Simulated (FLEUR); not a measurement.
# Rh (Fm-3m) in FLEUR: settings compared, part 2 of 3

FLEUR MaX-R8.1 (later development tree). Earlier steps stand in the parts before.

## Step 3: Band structure, LDA

Input file inp.xml:

```xml
<?xml version="1.0" encoding="UTF-8" standalone="no"?>
<fleurInput fleurInputVersion="0.39">
   <comment>
      Rh                                                                                                  
   </comment>
   <calculationSetup>
      <cutoffs Kmax="4.17" Gmax="12.9" GmaxXC="12.9" numbands="0"/>
      <scfLoop itmax="60" minDistance="0.00001" maxIterBroyd="15" imix="Anderson" alpha="0.05" precondParam="0.0" spinf="2.0" sdNocoIR="T"/>
      <coreElectrons ctail="T" frcor="F" kcrel="0" coretail_lmax="0"/>
      <xcFunctional name="vwn" relativisticCorrections="F"/>
      <magnetism jspins="1"/>
      <soc l_soc="F" theta="0.0" phi="0.0" spav="F"/>
      <expertModes spex="0" secvar="F"/>
      <geometryOptimization l_f="F" forcealpha="1.0" forcemix="BFGS" epsdisp="0.00001" epsforce="0.00001"/>
      <ldaU l_linMix="F" mixParam="0.05" spinf="1.0"/>
   </calculationSetup>
   <cell>
      <bzIntegration valenceElectrons="17.0" mode="hist" fermiSmearingEnergy="0.00183747">
         <kPointListSelection listName="default-1"/>
         <!-- k-points included here -->
         <xi:include xmlns:xi="http://www.w3.org/2001/XInclude" href="kpts.xml"> </xi:include>
      </bzIntegration>
      <!-- symmetry operations included here -->
      <xi:include xmlns:xi="http://www.w3.org/2001/XInclude" href="sym.xml"> </xi:include>
      <bulkLattice scale="1.0">
         <bravaisMatrix>
            <row-1>    0.0000000000000000     3.5864167255721098     3.5864167255721098</row-1>
            <row-2>    3.5864167255721098     0.0000000000000000     3.5864167255721098</row-2>
            <row-3>    3.5864167255721098     3.5864167255721098     0.0000000000000000</row-3>
         </bravaisMatrix>
      </bulkLattice>
   </cell>
   <atomSpecies>
      <species name="Rhodium (Rh)" element="Rh" atomicNumber="45">
         <mtSphere radius="2.35" gridPoints="777" logIncrement="0.016"/>
         <atomicCutoffs lmax="9" lnonsphr="7"/>
         <electronConfig flipSpins="F">
            <coreConfig>(1s1/2) (2s1/2) (2p1/2) (2p3/2) (3s1/2) (3p1/2) (3p3/2) (3d3/2) (3d5/2)</coreConfig>
            <valenceConfig>(4s1/2) (4p1/2) (4p3/2) (5s1/2) (4d3/2) (4d5/2)</valenceConfig>
            <stateOccupation state="(5s1/2)" spinUp="0.500000" spinDown="0.500000"/>
            <stateOccupation state="(4d3/2)" spinUp="1.600000" spinDown="1.600000"/>
            <stateOccupation state="(4d5/2)" spinUp="2.400000" spinDown="2.400000"/>
         </electronConfig>
         <energyParameters s="5" p="5" d="4" f="4"/>
         <lo type="SCLO" l="0" n="4" eDeriv="0"/>
         <lo type="SCLO" l="1" n="4" eDeriv="0"/>
         <lo type="SCLO" l="1" n="4" eDeriv="1"/>
         <lo type="SCLO" l="2" n="4" eDeriv="2"/>
         <lo type="SCLO" l="3" n="4" eDeriv="2"/>
      </species>
   </atomSpecies>
   <atomGroups>
      <atomGroup species="Rhodium (Rh)">
         <relPos label="                   1">.0000000000 .0000000000 .0000000000</relPos>
         <force calculate="T" relaxXYZ="TTT"/>
      </atomGroup>
   </atomGroups>
   <output dos="F" band="F" slice="F">
      <checks vchk="F" cdinf="F"/>
      <bandDOS minEnergy="-.5*Htr" maxEnergy="0.5*Htr" sigma="0.015" storeEVData="T"/>
      <vacuumDOS vacdos="F" integ="F" star="F" nstars="0" locx1="0.0" locy1="0.0" locx2="0.0" locy2="0.0" nstm="0" tworkf="0.0"/>
      <unfoldingBand unfoldBand="F" supercellX="1" supercellY="1" supercellZ="1"/>
      <plotting iplot="0" polar="F">
         <plot TwoD="T" vec1="  1.0  0.0  0.0" vec2="  0.0  1.0  0.0" vec3="  0.0  0.0  1.0" zero="  0.0  0.0  0.0" file="plot"/>
      </plotting>
      <chargeDensitySlicing numkpt="0" minEigenval="0.0" maxEigenval="0.0" nnne="0" pallst="F"/>
      <specialOutput eonly="F"/>
      <moessbauerParams electricFieldGradient="T" isomerShift="T" coreHyperfine="T" valenceHyperfine="T"/>
      <magneticCircularDichroism mcd="F" energyLo="-10.0" energyUp="0.0"/>
   </output>
  <!-- We include the file relax.xml here to enable relaxations (see documentation) -->
  <xi:include xmlns:xi="http://www.w3.org/2001/XInclude" href="relax.xml"> <xi:fallback/> </xi:include>
</fleurInput>
```

Input file crystal.txt:

```
Rh
&input cartesian=F /
0.0000000000  1.8978500000  1.8978500000
1.8978500000  0.0000000000  1.8978500000
1.8978500000  1.8978500000  0.0000000000
1.8897261246
1.0 1.0 1.0

1
45 0.0000000000  0.0000000000  0.0000000000

&kpt div1=12 div2=12 div3=12 gamma=T /
```

Input file inp.xml (bands):

```
<?xml version="1.0" encoding="UTF-8" standalone="no"?>
<fleurInput fleurInputVersion="0.39">
   <comment>
      Rh                                                                                                  
   </comment>
   <calculationSetup>
      <cutoffs Kmax="4.17" Gmax="12.9" GmaxXC="12.9" numbands="0"/>
      <scfLoop itmax="60" minDistance="0.00001" maxIterBroyd="15" imix="Anderson" alpha="0.05" precondParam="0.0" spinf="2.0" sdNocoIR="T"/>
      <coreElectrons ctail="T" frcor="F" kcrel="0" coretail_lmax="0"/>
      <xcFunctional name="vwn" relativisticCorrections="F"/>
      <magnetism jspins="1"/>
      <soc l_soc="F" theta="0.0" phi="0.0" spav="F"/>
      <expertModes spex="0" secvar="F"/>
      <geometryOptimization l_f="F" forcealpha="1.0" forcemix="BFGS" epsdisp="0.00001" epsforce="0.00001"/>
      <ldaU l_linMix="F" mixParam="0.05" spinf="1.0"/>
   </calculationSetup>
   <cell>
      <bzIntegration valenceElectrons="17.0" mode="hist" fermiSmearingEnergy="0.00183747">
         <kPointListSelection listName="path-1"/>
         <!-- k-points included here -->
         <xi:include xmlns:xi="http://www.w3.org/2001/XInclude" href="kpts.xml"> </xi:include>
      </bzIntegration>
      <!-- symmetry operations included here -->
      <xi:include xmlns:xi="http://www.w3.org/2001/XInclude" href="sym.xml"> </xi:include>
      <bulkLattice scale="1.0">
         <bravaisMatrix>
            <row-1>    0.0000000000000000     3.5864167255721098     3.5864167255721098</row-1>
            <row-2>    3.5864167255721098     0.0000000000000000     3.5864167255721098</row-2>
            <row-3>    3.5864167255721098     3.5864167255721098     0.0000000000000000</row-3>
         </bravaisMatrix>
      </bulkLattice>
   </cell>
   <atomSpecies>
      <species name="Rhodium (Rh)" element="Rh" atomicNumber="45">
         <mtSphere radius="2.35" gridPoints="777" logIncrement="0.016"/>
         <atomicCutoffs lmax="9" lnonsphr="7"/>
         <electronConfig flipSpins="F">
            <coreConfig>(1s1/2) (2s1/2) (2p1/2) (2p3/2) (3s1/2) (3p1/2) (3p3/2) (3d3/2) (3d5/2)</coreConfig>
            <valenceConfig>(4s1/2) (4p1/2) (4p3/2) (5s1/2) (4d3/2) (4d5/2)</valenceConfig>
            <stateOccupation state="(5s1/2)" spinUp="0.500000" spinDown="0.500000"/>
            <stateOccupation state="(4d3/2)" spinUp="1.600000" spinDown="1.600000"/>
            <stateOccupation state="(4d5/2)" spinUp="2.400000" spinDown="2.400000"/>
         </electronConfig>
         <energyParameters s="5" p="5" d="4" f="4"/>
         <lo type="SCLO" l="0" n="4" eDeriv="0"/>
         <lo type="SCLO" l="1" n="4" eDeriv="0"/>
         <lo type="SCLO" l="1" n="4" eDeriv="1"/>
         <lo type="SCLO" l="2" n="4" eDeriv="2"/>
         <lo type="SCLO" l="3" n="4" eDeriv="2"/>
      </species>
   </atomSpecies>
   <atomGroups>
      <atomGroup species="Rhodium (Rh)">
         <relPos label="                   1">.0000000000 .0000000000 .0000000000</relPos>
         <force calculate="T" relaxXYZ="TTT"/>
      </atomGroup>
   </atomGroups>
   <output dos="F" band="T" slice="F">
      <checks vchk="F" cdinf="F"/>
      <bandDOS minEnergy="-.5*Htr" maxEnergy="0.5*Htr" sigma="0.015" storeEVData="T"/>
      <vacuumDOS vacdos="F" integ="F" star="F" nstars="0" locx1="0.0" locy1="0.0" locx2="0.0" locy2="0.0" nstm="0" tworkf="0.0"/>
      <unfoldingBand unfoldBand="F" supercellX="1" supercellY="1" supercellZ="1"/>
      <plotting iplot="0" polar="F">
         <plot TwoD="T" vec1="  1.0  0.0  0.0" vec2="  0.0  1.0  0.0" vec3="  0.0  0.0  1.0" zero="  0.0  0.0  0.0" file="plot"/>
      </plotting>
      <chargeDensitySlicing numkpt="0" minEigenval="0.0" maxEigenval="0.0" nnne="0" pallst="F"/>
      <specialOutput eonly="F"/>
      <moessbauerParams electricFieldGradient="T" isomerShift="T" coreHyperfine="T" valenceHyperfine="T"/>
      <magneticCircularDichroism mcd="F" energyLo="-10.0" energyUp="0.0"/>
   </output>
  <!-- We include the file relax.xml here to enable relaxations (see documentation) -->
  <xi:include xmlns:xi="http://www.w3.org/2001/XInclude" href="relax.xml"> <xi:fallback/> </xi:include>
</fleurInput>
```

Potentials or basis: all-electron, FLAPW.

Started as:

```sh
$ inpgen -f crystal.txt -profile fastHighL
$ # inp.xml edited to the form shown
$ fleur_MPI
$ fleur_MPI   # second run, on inp.xml (bands)
```

The log of the run:

```text
Welcome to FLEUR        (www.flapw.de)
      MaX-Release 8.1          (www.max-centre.eu)

 ========== k-point set info ==========
 Selected k-point list: default-1
 k-point list type: mesh
 12 x 12 x 12
 Number of k points: 72

 ------------Calculation Setup---------------------------
 Number of MPI-tasks      :            1
 Number of PE/node        :            1
 Number of OMP-threads    :            1
 Most efficient MPI parallelization for:
           1           2           3           4           6           8           9          12          18          24          36          72
 Additional eigenvalue parallelization possible
 Number of basis functions:          160
 Approximate size of matrices (H+S) per k-point:         0.000 GB
 --------------------------------------------------------
 Iteration:     1   Distance:      18.81117336 me/bohr^3
 Iteration:     2   Distance:      16.47773151 me/bohr^3
 Iteration:     3   Distance:       5.79963959 me/bohr^3
 Iteration:     4   Distance:       3.91756987 me/bohr^3
 Iteration:     5   Distance:       1.46838235 me/bohr^3
 Iteration:     6   Distance:       0.31876337 me/bohr^3
 Iteration:     7   Distance:       0.06947215 me/bohr^3
 Iteration:     8   Distance:       0.00533238 me/bohr^3
 Iteration:     9   Distance:       0.00292347 me/bohr^3
 Iteration:    10   Distance:       0.00043634 me/bohr^3
 Iteration:    11   Distance:       0.00042774 me/bohr^3
 Iteration:    12   Distance:       0.00001451 me/bohr^3
 Iteration:    13   Distance:       0.00000935 me/bohr^3

 ********************************************************************
 Run finished successfully
 Stop message:
   all done
 ********************************************************************
```

output (bands):

```text
Welcome to FLEUR        (www.flapw.de)
      MaX-Release 8.1          (www.max-centre.eu)

 ========== k-point set info ==========
 Selected k-point list: path-1
 k-point list type: path
 Number of k points: 60

 ------------Calculation Setup---------------------------
 Number of MPI-tasks      :            1
 Number of PE/node        :            1
 Number of OMP-threads    :            1
 Most efficient MPI parallelization for:
           1           2           3           4           5           6          10          12          15          20          30          60
 Additional eigenvalue parallelization possible
 Number of basis functions:          160
 Approximate size of matrices (H+S) per k-point:         0.000 GB
 --------------------------------------------------------
 Fermi energy correction for metals:
 Fermi energy in bands.* files may not be consistent with last density.
 Please correct it manually (e.g. in band.gnu file).

 Note: Band structure data (together with different weights) is also stored in the banddos.hdf file.
       A convenient way of extracting and plotting the data from that file is by making use of the

 ********************************************************************
 Run finished successfully
 Stop message:
   Charge density postprocessing done.
 ********************************************************************
```

out.xml (last iteration):

```text
<iteration numberForCurrentRun="   13" overallNumber="   13">
         <energyParameters units="Htr">
            <atomicEP atomType="1" spin="1" branch="5s" branchLowest="-2.35" branchHighest="2.32" value="0.3457035495"/>
            <atomicEP atomType="1" spin="1" branch="5p" branchLowest="-1.14" branchHighest="3.05" value="0.4730925757"/>
            <atomicEP atomType="1" spin="1" branch="4d" branchLowest="-10.40" branchHighest="0.70" value="0.4123750672"/>
            <atomicEP atomType="1" spin="1" branch="4f" branchLowest="-9.99" branchHighest="2.60" value="0.7623084925"/>
            <loAtomicEP atomType="1" spin="1" branch="4s" branchLowest="-21.22" branchHighest="-2.35" value="-2.3685770586"/>
            <loAtomicEP atomType="1" spin="1" branch="4p" branchLowest="-17.06" branchHighest="-1.14" value="-1.1945161472"/>
            <loAtomicEP atomType="1" spin="1" branch="4p" branchLowest="-17.06" branchHighest="-1.14" value="-1.1945161472"/>
            <loAtomicEP atomType="1" spin="1" branch="4d" branchLowest="-10.40" branchHighest="0.70" value="0.4084044879"/>
            <loAtomicEP atomType="1" spin="1" branch="4f" branchLowest="-9.99" branchHighest="2.60" value="0.7623100116"/>
         </energyParameters>
         <eigenvalues>
            <eigenvaluesAt spin="1" ikpt="1" k_x="0.00000000" k_y="0.00000000" k_z="0.00000000">
                      -2.3728297062       -1.1788461899       -1.1788461899       -1.1788461899        0.2238209978
                       0.4056923028        0.4056923028        0.4056923028        0.4844157657        0.4844157657
                       1.1005935412        1.2959249399        1.2959249399        1.2959249399
            </eigenvaluesAt>
            <eigenvaluesAt spin="1" ikpt="2" k_x="0.00000000" k_y="0.00000000" k_z="0.08333333">
                      -2.3725451885       -1.1807658980       -1.1791058582       -1.1791058582        0.2340482548
                       0.4012809507        0.4096385709        0.4096385709        0.4822845960        0.4822845960
                       1.1152448346        1.2490515982        1.3109783829        1.3109783829
            </eigenvaluesAt>
            <eigenvaluesAt spin="1" ikpt="3" k_x="0.00000000" k_y="0.00000000" k_z="0.16666667">
                      -2.3717659593       -1.1859698139       -1.1798137766       -1.1798137766        0.2612486386
                       0.3934140420        0.4176719043        0.4176719043        0.4804303494        0.4804303494
                       1.1466439766        1.1658158445        1.3529844941        1.3529844941
[... 24 lines left out ...]
            <state n="3" l="1" j="1.5" energy="-16.7788354661" weight="2.0000000000"/>
            <state n="3" l="2" j="1.5" energy="-10.5057666711" weight="2.0000000000"/>
            <state n="3" l="2" j="2.5" energy="-10.3254048550" weight="3.0000000000"/>
         </coreStates>
         <allElectronCharges>
            <spinDependentCharge spin="1" total="45.0000000" interstitial="1.6261314" mtSpheres="43.3738686"/>
            <totalCharge value="44.9999999993"/>
         </allElectronCharges>
         <moessbauerParams unitsHFF="kG" unitsIS="e/bohr^3" unitsEFG="Htr/bohr^2">
            <coreIsomerShift atomType="1" isTotal="121804.18594">
               <shell n="1" l="0" isomerShift="107222.58948"/>
               <shell n="2" l="0" isomerShift="12075.69621"/>
               <shell n="2" l="1" isomerShift="228.94448"/>
               <shell n="3" l="0" isomerShift="2231.81594"/>
               <shell n="3" l="1" isomerShift="45.13983"/>
               <shell n="3" l="2" isomerShift="0.00001"/>
            </coreIsomerShift>
            <isomerShift atomType="1" nucleusRadius="0.0001107" averageDensity="122237.72104"/>
            <electricFieldGradient atomType="1" VXX="0.00000" VYY="0.00000" VZZ="0.00000" asymParam="0.00000">
            </electricFieldGradient>
         </moessbauerParams>
         <totalEnergy                                    value="    -4780.7255764375" units="Htr">
            <sumOfEigenvalues                            value="    -2845.7850009526">
               <coreElectrons value="-2837.5331893309"/>
               <valenceElectrons value="-8.2518116218"/>
            </sumOfEigenvalues>
            <densityCoulombPotentialIntegral value="-7649.7750370293"/>
            <densityEffectivePotentialIntegral value="-7827.9031271587"/>
            <chargeDenXCDenIntegral value="-134.3626490972"/>
            <FockExchangeEnergyValence value="0.0000000000"/>
            <FockExchangeEnergyCore value="0.0000000000"/>
            <atomTypeDependentContributions atomType="1">
               <electronNucleiInteractionDifferentMTs value="5777.2184728971"/>
               <MadelungTerm value="-26.3750621346"/>
            </atomTypeDependentContributions>
            <tkbTimesEntropy value="0.0002975603"/>
            <freeEnergy value="-4780.7258739978"/>
            <extrapolationTo0K value="-4780.7257252177"/>
         </totalEnergy>
         <densityConvergence units="me/bohr^3">
            <chargeDensity spin="1" distance="0.0000093502"/>
         </densityConvergence>
      </iteration>
```

It took 8.3 s on 1 thread of Arm Neoverse V1, shared host; peak memory 0.04 GiB.

Results:

```yaml
Free_energy: -130090.1783 eV
Band_gap_along_the_path: none (metal or under the smearing width)
Valence_electrons_inside_the_program's_atomic_spheres: Rh 15.37 (radii Rh 2.35 bohr)
```

Levels at the corners of the path, in eV from the Fermi level:
```
point  band 4  band 5  band 6  band 7  band 8  band 9  band 10  band 11  band 12  band 13
    Γ  -46.28   -8.11   -3.16   -3.16   -3.16   -1.02    -1.02    15.75    21.07    21.07
    X  -46.55   -6.42   -6.06    0.55    0.98    0.98     3.18    12.26    13.16    13.16
    W  -46.56   -5.10   -3.89   -3.89   -1.24    0.98     9.58     9.58    11.12    12.71
    K  -46.50   -5.61   -4.85   -2.13   -0.71    0.35     7.84     8.52    12.03    16.36
    Γ  -46.28   -8.11   -3.16   -3.16   -3.16   -1.02    -1.02    15.75    21.07    21.07
    L  -46.38   -6.24   -3.23   -3.23    0.56    0.56     0.66     8.60    15.31    20.91
    U  -46.50   -5.61   -4.85   -2.13   -0.71    0.35     7.84     8.52    12.03    16.36
    W  -46.56   -5.10   -3.89   -3.89   -1.24    0.98     9.58     9.58    11.12    12.71
    L  -46.38   -6.24   -3.23   -3.23    0.56    0.56     0.66     8.60    15.31    20.91
    K  -46.50   -5.61   -4.85   -2.13   -0.71    0.35     7.84     8.52    12.03    16.36
    U  -46.50   -5.61   -4.85   -2.13   -0.71    0.35     7.84     8.52    12.03    16.36
    X  -46.55   -6.42   -6.06    0.55    0.98    0.98     3.18    12.26    13.16    13.16
```

Core levels (eV from the Fermi level):
```tsv
atom	levels
1 Rh	1s1/2 -22993.0, 2s1/2 -3330.5, 2p1/2 -3085.4, 2p3/2 -2941.0, 3s1/2 -591.7, 3p1/2 -495.6, 3p3/2 -470.8, 3d3/2 -300.1, 3d5/2 -295.2
```

## Step 4: Equation of state, LDA, 12.85 Å³/atom (volume scaled by 0.94)

Edit inp.xml of step 3 so:

```diff
@@ -6,3 +6,3 @@
    <calculationSetup>
-      <cutoffs Kmax="4.17" Gmax="12.9" GmaxXC="12.9" numbands="0"/>
+      <cutoffs Kmax="4.26" Gmax="13.2" GmaxXC="13.2" numbands="0"/>
       <scfLoop itmax="60" minDistance="0.00001" maxIterBroyd="15" imix="Anderson" alpha="0.05" precondParam="0.0" spinf="2.0" sdNocoIR="T"/>
@@ -24,3 +24,3 @@
       <xi:include xmlns:xi="http://www.w3.org/2001/XInclude" href="sym.xml"> </xi:include>
-      <bulkLattice scale="1.0">
+      <bulkLattice scale="0.9795861087">
          <bravaisMatrix>
@@ -34,3 +34,3 @@
       <species name="Rhodium (Rh)" element="Rh" atomicNumber="45">
-         <mtSphere radius="2.35" gridPoints="777" logIncrement="0.016"/>
+         <mtSphere radius="2.3" gridPoints="777" logIncrement="0.016"/>
          <atomicCutoffs lmax="9" lnonsphr="7"/>
```

Started as:

```sh
$ inpgen -f crystal.txt -profile fastHighL
$ # inp.xml edited to the form shown
$ fleur_MPI
```

Wall time 7.3 s (1 thread of Arm Neoverse V1, shared host); peak memory 0.09 GiB.

It converged, with:

```yaml
Free_energy: -130090.1825 eV
Band_gap_on_the_k_mesh: none (metal or under the smearing width)
Valence_electrons_inside_the_program's_atomic_spheres: Rh 15.29 (radii Rh 2.3 bohr)
```

## Step 5: Equation of state, LDA, 13.12 Å³/atom (volume scaled by 0.96)

Edit inp.xml of step 4 so:

```diff
@@ -24,3 +24,3 @@
       <xi:include xmlns:xi="http://www.w3.org/2001/XInclude" href="sym.xml"> </xi:include>
-      <bulkLattice scale="0.9795861087">
+      <bulkLattice scale="0.9864848297">
          <bravaisMatrix>
```

Started as:

```sh
$ inpgen -f crystal.txt -profile fastHighL
$ # inp.xml edited to the form shown
$ fleur_MPI
```

Wall time 7.5 s (1 thread of Arm Neoverse V1, shared host); peak memory 0.09 GiB.

Results (log left out):

| Item | Value |
| --- | --- |
| Free energy | -130090.1924 eV |
| Band gap on the k mesh | none (metal or under the smearing width) |
| Valence electrons inside the program's atomic spheres | Rh 15.26 (radii Rh 2.3 bohr) |

## Step 6: Equation of state, LDA, 13.67 Å³/atom

Edit inp.xml of step 5 so:

```diff
@@ -24,3 +24,3 @@
       <xi:include xmlns:xi="http://www.w3.org/2001/XInclude" href="sym.xml"> </xi:include>
-      <bulkLattice scale="0.9864848297">
+      <bulkLattice scale="1.0000000000">
          <bravaisMatrix>
```

Potentials or basis: all-electron, FLAPW.

Started as:

```sh
$ inpgen -f crystal.txt -profile fastHighL
$ # inp.xml edited to the form shown
$ fleur_MPI
```

Run time: 7.9 s. Hardware: 1 thread of Arm Neoverse V1, shared host; peak memory 0.09 GiB.

It converged, with:

| Quantity | Value |
| --- | --- |
| Free energy | -130090.1784 eV |
| Band gap on the k mesh | none (metal or under the smearing width) |
| Valence electrons inside the program's atomic spheres | Rh 15.19 (radii Rh 2.3 bohr) |

(Continued in part 3 of 3.)
